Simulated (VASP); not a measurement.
# BAs (F-43m) in VASP: notebook

The runs below take BAs through single point, relaxation of cell and atoms, with r2SCAN.

All numbers are computed with VASP 6.6.1; they aren't measurements. Logs are shortened: lines on timing, memory, paths and dates and some standing lists are left out, and cuts for length are marked.

## Step 1: The crystal as given

Symmetry: F-43m, No. 216, cubic system. The conventional cell has a = 4.784 Å, b = 4.784 Å, c = 4.784 Å, α = 90.00°, β = 90.00°, γ = 90.00°. Around B (site symmetry -43m) lie 4 As at 2.07 Å. As (site symmetry -43m) is surrounded by 4 B at 2.07 Å.

## Step 2: Single point, r2SCAN

Contents of POSCAR:

```
BAs
1.0
    0.0000000000      2.3919171740      2.3919171740
    2.3919171740      0.0000000000      2.3919171740
    2.3919171740      2.3919171740      0.0000000000
B As
1 1
Direct
    0.0000000000      0.0000000000      0.0000000000
    0.2500000000      0.2500000000      0.2500000000
```

Contents of INCAR.step1:

```
PREC = Accurate
ENCUT = 520
ISMEAR = 0
SIGMA = 0.02
LREAL = F
LASPH = T
NELM = 100
NBANDS = 11
GGA = PE
ALGO = Normal
EDIFF = 1E-4
LWAVE = T
LCHARG = F
```

Contents of INCAR.step2:

```
PREC = Accurate
ENCUT = 520
EDIFF = 1E-6
ISMEAR = 0
SIGMA = 0.02
LREAL = F
LASPH = T
NELM = 100
ALGO = Normal
ISIF = 2
LWAVE = F
LCHARG = F
METAGGA = R2SCAN
LMIXTAU = T
NBANDS = 11
ISTART = 1
```

Contents of KPOINTS:

```
Automatic mesh
0
Gamma
  10 10 10
```

Potentials or basis: VASP PAW PBE potentials, release 64 (B, As).

The run is started by

```sh
> cat potpaw_PBE.64/B/POTCAR potpaw_PBE.64/As/POTCAR > POTCAR
> cp INCAR.step1 INCAR
> mpirun -np 1 vasp_std > vasp.out
> cp INCAR.step2 INCAR
> mpirun -np 1 vasp_std > vasp.out
```

OUTCAR:

```text
PREC = Accurate
   ENCUT = 520
   EDIFF = 1E-6
   ISMEAR = 0
   LREAL = F
   LASPH = T
   NELM = 100
   ISIF = 2
   METAGGA = R2SCAN
   ISTART = 1

 ion  position               nearest neighbor table
   1  0.000  0.000  0.000-   2 2.07   2 2.07   2 2.07   2 2.07
   2  0.250  0.250  0.250-   1 2.07   1 2.07   1 2.07   1 2.07

  LATTYP: Found a face centered cubic cell.
 ALAT       =     4.7838343480

  Lattice vectors:

 A1 = (   0.0000000000,   2.3919171740,   2.3919171740)
 A2 = (   2.3919171740,   0.0000000000,   2.3919171740)
 A3 = (   2.3919171740,   2.3919171740,   0.0000000000)

Analysis of symmetry for initial positions (statically):
=====================================================================
 Subroutine PRICEL returns:
 Original cell was already a primitive cell.

 Routine SETGRP: Setting up the symmetry group for a
 face centered cubic supercell.

 Subroutine GETGRP returns: Found 24 space group operations
 (whereof 24 operations were pure point group operations)
 out of a pool of 48 trial point group operations.

The static configuration has the point symmetry T_d .

Analysis of symmetry for dynamics (positions and initial velocities):
=====================================================================
 Subroutine PRICEL returns:
 Original cell was already a primitive cell.

 Routine SETGRP: Setting up the symmetry group for a
 face centered cubic supercell.

 Subroutine GETGRP returns: Found 24 space group operations
 (whereof 24 operations were pure point group operations)
 out of a pool of 48 trial point group operations.

The dynamic configuration has the point symmetry T_d .

 Subroutine INISYM returns: Found 24 space group operations
 (whereof 24 operations are pure point group operations),
 and found     1 'primitive' translations

----------------------------------------------------------------------------------------

                                     Primitive cell

  volume of cell :      27.3696

  direct lattice vectors                    reciprocal lattice vectors
     0.000000000  2.391917174  2.391917174    -0.209037339  0.209037339  0.209037339
     2.391917174  0.000000000  2.391917174     0.209037339 -0.209037339  0.209037339
     2.391917174  2.391917174  0.000000000     0.209037339  0.209037339 -0.209037339

  length of vectors
     3.382681708  3.382681708  3.382681708     0.362063291  0.362063291  0.362063291

  position of ions in fractional coordinates (direct lattice)
     0.000000000  0.000000000  0.000000000
     0.250000000  0.250000000  0.250000000

  ion indices of the primitive-cell ions
   primitive index   ion index
                 1           1
                 2           2

----------------------------------------------------------------------------------------

 KPOINTS: Automatic mesh

Automatic generation of k-mesh.
 Grid dimensions read from file:
 generate k-points for:   10   10   10

 Generating k-lattice:

  Cartesian coordinates                     Fractional coordinates (reciprocal lattice)
    -0.020903734  0.020903734  0.020903734     0.100000000  0.000000000  0.000000000
     0.020903734 -0.020903734  0.020903734     0.000000000  0.100000000  0.000000000
     0.020903734  0.020903734 -0.020903734     0.000000000  0.000000000  0.100000000

  Length of vectors
     0.036206329  0.036206329  0.036206329

  Shift w.r.t. Gamma in fractional coordinates (k-lattice)
     0.000000000  0.000000000  0.000000000

 Subroutine IBZKPT returns following result:
 ===========================================

 Found     47 irreducible k-points:

 Following reciprocal coordinates:
            Coordinates               Weight
  0.000000  0.000000  0.000000      1.000000
  0.100000  0.000000  0.000000      8.000000
  0.200000  0.000000  0.000000      8.000000
  0.300000  0.000000  0.000000      8.000000
  0.400000  0.000000  0.000000      8.000000
  0.500000  0.000000  0.000000      4.000000
[... 16 lines left out ...]
  0.300000  0.300000  0.000000      6.000000
  0.400000  0.300000  0.000000     24.000000
 [... further k-points ...]
   k-points           NKPTS =     47   k-points in BZ     NKDIM =     47   number of bands    NBANDS=     11
   number of dos      NEDOS =    301   number of ions     NIONS =      2
   total plane-waves  NPLWV =  21952
   dimension x,y,z NGX =    28 NGY =   28 NGZ =   28
   dimension x,y,z NGXF=    56 NGYF=   56 NGZF=   56
   ions per type =               1   1
   NGX,Y,Z   is equivalent  to a cutoff of  13.76, 13.76, 13.76 a.u.
   NGXF,Y,Z  is equivalent  to a cutoff of  27.52, 27.52, 27.52 a.u.
 SYSTEM =  unknown system
   PREC   = accura    normal or accurate (medium, high low for compatibility)
   ISTART =      1    job   : 0-new  1-cont  2-samecut
   ICHARG =      0    charge: 1-file 2-atom 10-const
   ISPIN  =      1    spin polarized calculation?
   LNONCOLLINEAR =      F non collinear calculations
   LSORBIT =      F    spin-orbit coupling
[... 33 lines left out ...]
   LRPA    =     F    only Hartree local field effects (RPA)
 non-spin polarized calculation
 Gauss-broadening in eV      SIGMA  =   0.02
  energy-cutoff  :      520.00
  volume of cell :       27.37
 maximum number of plane-waves:       754
 NGX is ok and might be reduce to    28
   NGX = 13   NGY = 13   NGZ = 13

 number of electron       8.0000000 magnetization

 Free energy of the ion-electron system (eV)
  ---------------------------------------------------
  ext. energy  EPLUGINS =         0.00000000
  ---------------------------------------------------
  free energy    TOTEN  =       -22.25610901 eV

  energy without entropy =      -22.25610901  energy(sigma->0) =      -22.25610901

 E-fermi :   6.0853     XC(G=0): -11.1139

 val. band max:        5.9758599918   @ k =   0.0000   0.0000   0.0000
 cond. band min:       7.3506072839   @ k =   0.4000   0.4000   0.0000
 fundamental gap:      1.3747472921
 Fermi energy:         6.0853154583

 k-point     1 :       0.0000    0.0000    0.0000
  band No.  band energies     occupation
      1     -10.1417      2.00000
      2       5.9759      2.00000
      3       5.9759      2.00000
      4       5.9759      2.00000
      5       9.4165      0.00000
      6       9.4165      0.00000
      7       9.4165      0.00000
      8      11.0708      0.00000
      9      16.3313      0.00000
     10      19.3998      0.00000
     11      19.3998      0.00000

 k-point     2 :       0.1000    0.0000    0.0000
  band No.  band energies     occupation
      1      -9.9699      2.00000
      2       4.5088      2.00000
      3       5.6557      2.00000
      4       5.6557      2.00000
      5       9.6414      0.00000
      6       9.8387      0.00000
      7       9.8387      0.00000
      8      11.9565      0.00000
      9      16.9832      0.00000
     10      18.3867      0.00000
     11      18.3867      0.00000

 k-point     3 :       0.2000    0.0000    0.0000
  band No.  band energies     occupation
      1      -9.4630      2.00000
      2       2.0303      2.00000
      3       5.0467      2.00000
      4       5.0467      2.00000
      5       9.4554      0.00000
      6      10.6018      0.00000
      7      10.6018      0.00000
      8      13.7000      0.00000
      9      17.6633      0.00000
     10      17.6633      0.00000
     11      17.9797      0.00000

 k-point     4 :       0.3000    0.0000    0.0000
  band No.  band energies     occupation
      1      -8.6590      2.00000
      2      -0.3685      2.00000
      3       4.5083      2.00000
      4       4.5083      2.00000
      5       9.1797      0.00000
      6      11.0336      0.00000
      7      11.0336      0.00000
      8      15.0892      0.00000
      9      18.0704      0.00000
     10      18.1495      0.00000
     11      18.1495      0.00000
[... 239 lines left out ...]
 k-point    22 :      -0.2000    0.2000    0.0000
  band No.  band energies     occupation
      1      -8.3823      2.00000
      2       0.2201      2.00000
      3       1.7209      2.00000
      4       4.6035      2.00000
      5      10.2190      0.00000
      6      11.3716      0.00000
      7      12.3635      0.00000
      8      13.5126      0.00000
      9      16.3458      0.00000
     10      19.3715      0.00000
     11      21.0405      0.00000

 k-point    23 :       0.3000    0.3000    0.0000
  band No.  band energies     occupation
      1      -8.1327      2.00000
      2       0.4731      2.00000
      3       2.6189      2.00000
      4       2.6189      2.00000
      5       7.5663      0.00000
      6       9.9613      0.00000
      7      14.9380      0.00000
      8      14.9380      0.00000
      9      17.7366      0.00000
     10      21.6613      0.00000
     11      21.9436      0.00000

 k-point    24 :       0.4000    0.3000    0.0000
  band No.  band energies     occupation
      1      -7.3660      2.00000
      2      -0.8423      2.00000
      3       1.8101      2.00000
      4       2.3069      2.00000
      5       7.8844      0.00000
      6       9.6844      0.00000
      7      15.3604      0.00000
      8      15.5923      0.00000
      9      18.8911      0.00000
     10      22.5317      0.00000
     11      22.6938      0.00000

 [... further k-points ...]
[... 5 lines left out ...]
  --------------------------------------------------------------------------------------
  -------------------------------------------------------------------------------------
  Total        0.0420248      0.0420248      0.0420248      0.0000000      0.0000000     -0.0000000
  in kB        2.4600733      2.4600733      2.4600733      0.0000000      0.0000000     -0.0000000
  external PRESSURE =       2.4600733 kB  Pullay stress =       0.0000000 kB

 VOLUME and BASIS-vectors are now :
 -----------------------------------------------------------------------------
  energy-cutoff  :      520.00
  volume of cell :       27.37
      direct lattice vectors                 reciprocal lattice vectors
     0.000000000  2.391917174  2.391917174    -0.209037339  0.209037339  0.209037339
     2.391917174  0.000000000  2.391917174     0.209037339 -0.209037339  0.209037339
     2.391917174  2.391917174  0.000000000     0.209037339  0.209037339 -0.209037339

 POSITION                                       TOTAL-FORCE (eV/Angst)
 -----------------------------------------------------------------------------------
      0.00000      0.00000      0.00000        -0.000000      0.000000     -0.000000
      1.19596      1.19596      1.19596         0.000000     -0.000000      0.000000
 -----------------------------------------------------------------------------------
    total drift:                               -0.000000     -0.000000     -0.000000

  FREE ENERGIE OF THE ION-ELECTRON SYSTEM (eV)
  ---------------------------------------------------
  free  energy   TOTEN  =       -22.2561090081 eV

  energy  without entropy=      -22.2561090081  energy(sigma->0) =      -22.25610901
```

Wall time 63 s (1 thread of Intel Xeon Platinum 8259CL at 2.50GHz (Skylake/Cascade Lake), shared host); peak memory 0.17 GiB.

What came out:

- Free energy: -22.2561 eV
- Pressure: 0.2 GPa
- Band gap on the k mesh: 1.37 eV, indirect (least direct gap 3.44 eV)

Levels at points of the mesh, in eV from the valence-band top:
```csv
k point,band 2,band 3,band 4,band 5,band 6,band 7
"(0.00, 0.00, 0.00)",0.00,0.00,0.00,3.44,3.44,3.44
"(0.50, 0.00, 0.00)",-9.21,-1.93,-1.93,2.95,5.05,5.05
"(0.50, 0.50, 0.00)",-9.04,-4.29,-4.29,1.62,1.70,12.12
```

Caveat: the PAW data sets were made with another functional, which shifts forces and pressure a little.

## Step 3: Relaxation of cell and atoms, r2SCAN

This run uses another cell than the first one, of 13.63 Å³/atom, 0.996 times its volume.

Contents of POSCAR:

```
BAs
1.0
    0.0000000000      2.3885000000      2.3885000000
    2.3885000000      0.0000000000      2.3885000000
    2.3885000000      2.3885000000      0.0000000000
B As
1 1
Direct
    0.0000000000      0.0000000000      0.0000000000
    0.2500000000      0.2500000000      0.2500000000
```

Contents of INCAR.step1:

```
SYSTEM = BAs
ALGO = Normal
EDIFF = 1E-4
ENCUT = 600
GGA = PE
ISMEAR = 0
LASPH = .True.
LCHARG = .False.
LREAL = .False.
LWAVE = .True.
NELM = 100
PREC = Accurate
SIGMA = 0.02
```

Contents of INCAR.step2:

```
SYSTEM = BAs
ALGO = Normal
EDIFF = 1E-6
EDIFFG = -0.005
ENCUT = 600
IBRION = 2
ISIF = 3
ISMEAR = 0
ISTART = 1
LASPH = .True.
LCHARG = .False.
LMIXTAU = .True.
LREAL = .False.
LWAVE = .False.
METAGGA = R2SCAN
NELM = 100
NSW = 100
PREC = Accurate
SIGMA = 0.02
```

Contents of KPOINTS:

```
k-points
0
Gamma
  10 10 10
  0 0 0
```

Potentials or basis: VASP PAW PBE potentials, release 64 (B, As).

The run is started by

```sh
> cat potpaw_PBE.64/B/POTCAR potpaw_PBE.64/As/POTCAR > POTCAR
> cp INCAR.step1 INCAR
> mpirun -np 1 vasp_std > vasp.out
> cp INCAR.step2 INCAR
> mpirun -np 1 vasp_std > vasp.out
```

Wall time 2.2 min (1 thread of Intel Xeon Platinum 8259CL at 2.50GHz (Skylake/Cascade Lake), shared host); peak memory 0.18 GiB.

Results (log left out):

| Quantity | Value |
| --- | --- |
| Free energy | -22.2575 eV |
| Relaxed volume | 13.71 Å³/atom |
| Relaxed cell | a = 3.384 Å, b = 3.384 Å, c = 3.384 Å, α = 60.00°, β = 60.00°, γ = 60.00° |
| Space group after relaxing (to 0.05 Å) | F-43m (No. 216) |
| Energy gained by relaxing | 0.2 meV/atom |
| Ionic steps | 3 |
| Pressure after relaxing | 0.0 GPa |
| Band gap on the k mesh | 1.38 eV, indirect (least direct gap 3.44 eV) |

Step by step:
```csv
step,energy change (eV),largest force (eV/Å),pressure (GPa),volume (Å³)
1,0.0000,0.0000,0.86,27.25
2,-0.0002,0.0000,-0.65,27.54
3,-0.0004,0.0000,0.01,27.41
```

Final structure:
```
B As
1.0
     0.00000    2.39318    2.39318
     2.39318    0.00000    2.39318
     2.39318    2.39318    0.00000
B As
1 1
Cartesian
  0.0000 0.0000 0.0000
  1.1966 1.1966 1.1966
```

Levels at points of the mesh, in eV from the valence-band top:
```
           k point  band 1  band 2  band 3  band 4  band 5  band 6  band 7  band 8
(0.00, 0.00, 0.00)  -16.10    0.00    0.00    0.00    3.44    3.44    3.44    5.07
(0.50, 0.00, 0.00)  -13.10   -9.20   -1.93   -1.93    2.94    5.05    5.05    9.56
(0.50, 0.50, 0.00)  -11.67   -9.03   -4.28   -4.28    1.62    1.70   12.10   12.10
```

Caveat: the PAW data sets were made with another functional, which shifts forces and pressure a little.

## Step 4: Single point, r2SCAN

Contents of POSCAR:

```
BAs
1.0
    0.0000000000      2.3919171740      2.3919171740
    2.3919171740      0.0000000000      2.3919171740
    2.3919171740      2.3919171740      0.0000000000
B As
1 1
Direct
    0.0000000000      0.0000000000      0.0000000000
    0.2500000000      0.2500000000      0.2500000000
```

Contents of INCAR.step1:

```
  PREC = Accurate
  ENCUT = 520
  ISMEAR = -5
  SIGMA = 0.02
  LREAL = False
  LASPH = True
  NELM = 100
  GGA = PE
  ALGO = Normal
  EDIFF = 1E-4
  LWAVE = True
  LCHARG = False
```

Contents of INCAR.step2:

```
  PREC = Accurate
  ENCUT = 520
  EDIFF = 1E-6
  ISMEAR = 0
  SIGMA = 0.02
  LREAL = False
  LASPH = True
  NELM = 100
  ALGO = Normal
  ISIF = 2
  LWAVE = False
  LCHARG = False
  METAGGA = R2SCAN
  LMIXTAU = True
  LORBIT = 11
  ISTART = 1
```

Contents of KPOINTS:

```
Automatic mesh
0
Gamma
  10 10 10
```

The run is started by

```sh
> cat potpaw_PBE.64/B/POTCAR potpaw_PBE.64/As/POTCAR > POTCAR
> cp INCAR.step1 INCAR
> mpirun -np 1 vasp_std > vasp.out
> cp INCAR.step2 INCAR
> mpirun -np 1 vasp_std > vasp.out
```

Run time: 58 s. Hardware: 1 thread of Intel Xeon Platinum 8259CL at 2.50GHz (Skylake/Cascade Lake), shared host; peak memory 0.17 GiB.

Results (log left out):

| Item | Value |
| --- | --- |
| Free energy | -22.2561 eV |
| Pressure | 0.2 GPa |
| Band gap on the k mesh | 1.37 eV, indirect (least direct gap 3.44 eV) |
| Valence electrons inside the program's atomic spheres | B 1.83; As 2.96 |

Levels at points of the mesh, in eV from the valence-band top:
```
           k point  band 2  band 3  band 4  band 5  band 6  band 7
(0.00, 0.00, 0.00)    0.00    0.00    0.00    3.44    3.44    3.44
(0.50, 0.00, 0.00)   -9.21   -1.93   -1.93    2.95    5.05    5.05
(0.50, 0.50, 0.00)   -9.04   -4.29   -4.29    1.62    1.70   12.12
```

Caveat: the PAW data sets were made with another functional, which shifts forces and pressure a little.

## Step 5: Single point, r2SCAN

This run uses another cell than the first one, of 13.63 Å³/atom, 0.996 times its volume.

Contents of POSCAR:

```
BAs
1.0
    0.0000000000      2.3885000000      2.3885000000
    2.3885000000      0.0000000000      2.3885000000
    2.3885000000      2.3885000000      0.0000000000
B As
1 1
Direct
    0.0000000000      0.0000000000      0.0000000000
    0.2500000000      0.2500000000      0.2500000000
```

Contents of INCAR.step1:

```
  PREC = Accurate
  ENCUT = 520
  ISMEAR = 0
  SIGMA = 0.1
  LREAL = F
  LASPH = T
  NELM = 100
  NBANDS = 11
  GGA = PE
  ALGO = Normal
  EDIFF = 1E-4
  LWAVE = T
  LCHARG = F
```

Contents of INCAR.step2:

```
  PREC = Accurate
  ENCUT = 520
  EDIFF = 1E-6
  ISMEAR = 0
  SIGMA = 0.1
  LREAL = F
  LASPH = T
  NELM = 100
  ALGO = Normal
  ISIF = 2
  LWAVE = F
  LCHARG = F
  METAGGA = R2SCAN
  LMIXTAU = T
  NBANDS = 11
  ISTART = 1
```

Contents of KPOINTS:

```
Automatic mesh
0
Gamma
  6 6 6
```

The run is started by

```sh
> cat potpaw_PBE.64/B/POTCAR potpaw_PBE.64/As/POTCAR > POTCAR
> cp INCAR.step1 INCAR
> mpirun -np 1 vasp_std > vasp.out
> cp INCAR.step2 INCAR
> mpirun -np 1 vasp_std > vasp.out
```

It took 30 s on 1 thread of Intel Xeon Platinum 8259CL at 2.50GHz (Skylake/Cascade Lake), shared host; peak memory 0.16 GiB.

The run converged. Its results:

| Property | Result |
| --- | --- |
| Free energy | -22.2372 eV |
| Pressure | 0.9 GPa |
| Band gap on the k mesh | 1.46 eV, indirect (least direct gap 3.44 eV) |

Levels at points of the mesh, in eV from the valence-band top:
| k point | band 1 | band 2 | band 3 | band 4 | band 5 | band 6 | band 7 | band 8 |
| --- | --- | --- | --- | --- | --- | --- | --- | --- |
| (0.00, 0.00, 0.00) | -16.16 | 0.00 | 0.00 | 0.00 | 3.44 | 3.44 | 3.44 | 5.15 |
| (0.50, 0.00, 0.00) | -13.14 | -9.24 | -1.94 | -1.94 | 2.97 | 5.05 | 5.05 | 9.57 |
| (0.50, 0.50, 0.00) | -11.70 | -9.06 | -4.31 | -4.31 | 1.61 | 1.69 | 12.16 | 12.16 |

Caveat: the PAW data sets were made with another functional, which shifts forces and pressure a little. r2SCAN opens gaps a little over a GGA but as a rule still falls short of measured ones.

## Step 6: The runs side by side

```tsv
task	cell	k mesh	cutoff (eV)	smearing	gap on the mesh (eV)	pressure (GPa)
single point	F-43m, 13.68 Å³/atom	10 × 10 × 10	520	gaussian 0.02 eV	1.37	0.2
relaxation of cell and atoms	relaxed	10 × 10 × 10	600	gaussian 0.02 eV	1.38	0.0
single point	F-43m, 13.63 Å³/atom	6 × 6 × 6	520	gaussian 0.1 eV	1.46	0.9
```

Alike in all rows: level r2SCAN; potentials or basis VASP PAW PBE potentials, release 64 (B, As); no spin polarisation.

Caveats: the PAW data sets were made with another functional, which shifts forces and pressure a little.

Absolute energies hang on the potentials; compare differences alone.
